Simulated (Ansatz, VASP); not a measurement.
**CuO in VASP and in Ansatz**

The input INCAR:

```
PREC = Accurate
ENCUT = 520
EDIFF = 1E-7
ISMEAR = -1
SIGMA = 0.05
LREAL = F
LASPH = T
NELM = 100
ALGO = Normal
ISIF = 2
LWAVE = F
LCHARG = F
GGA = PS
NBANDS = 25
```

The input KPOINTS:

```
Automatic mesh
0
Gamma
  9 9 5
```

File POSCAR:

```
CuO
1.0
    3.3525118693      0.0000000000      0.0000000000
   -1.6762559295      2.9033604405      0.0000000000
    0.0000000000      0.0000000000      5.4906403963
Cu O
2 2
Direct
    0.6666666667      0.3333333333      0.0000000000
    0.3333333333      0.6666666667      0.5000000000
    0.6666666667      0.3333333333      0.6252000000
    0.3333333333      0.6666666667      0.1252000000
```

input.yaml

```yaml
crystal:
  lattice:
    - [3.3525118693, 0.0, 0.0]
    - [-1.6762559295, 2.9033604405, 0.0]
    - [0.0, 0.0, 5.4906403963]
  atoms:
    - { symbol: Cu, position: [0.6666666667, 0.3333333333, 0.0] }
    - { symbol: Cu, position: [0.3333333333, 0.6666666667, 0.5] }
    - { symbol: O, position: [0.6666666667, 0.3333333333, 0.6252] }
    - { symbol: O, position: [0.3333333333, 0.6666666667, 0.1252] }
hamiltonian:
  xc: pbesol
  pseudopotentials: { kind: paw }
kpoints:
  mp_grid: { grid: [9, 9, 5] }
scf:
  occupations: { method: fermi_dirac, width: 0.05 }
output:
  forces: true
  stress: true
  eigenvalues: true
```

Measurements of this composition are mostly on another form, of space group No. 15.

Alike in both runs: task single point; functional PBEsol; k mesh 9 × 9 × 5; occupations fermi-dirac, width 0.05 eV; no spin polarisation.

```csv
,VASP,Ansatz
version,VASP 6.6.1,Ansatz 0.2.0
potentials or method,"VASP PAW PBE potentials, release 64 (Cu, O)",Ansatz PAW
plane-wave cutoff (eV),520,420
valence electrons in the cell,34,50
```

```csv
,VASP,Ansatz,Ansatz less VASP
gap on the k mesh at the Fermi level (eV),none,none,-
pressure (GPa),-18.7,-19.1,-0.37
largest component of the traceless stress (GPa),0.61,0.64,+0.022
rms of the force components (eV/Å),0.028,0.029,+0.0007
```

Atom by atom the forces differ by 0.001 eV/Å (rms over components). A gap of «none» marks a metal or a gap that the smearing closes. The two sets of potentials don't hold the same shells in valence.

Caveats: the run has no spin polarisation, though such a crystal can be magnetic; semilocal functionals often make such compounds metallic where correlation or magnetic order opens a gap, which also shifts bond lengths; so large a pressure means that the cell lies far from this level's equilibrium, or that cutoff or potentials fall short (VASP); the potentials were made for another functional, which shifts forces and pressure (VASP); the pressure holds a Pulay correction of +0.6 GPa for the finite cutoff (Ansatz); the PAW data sets come from PBE, with cores solved anew for the run's functional, which leaves a small shift of forces and pressure (Ansatz).
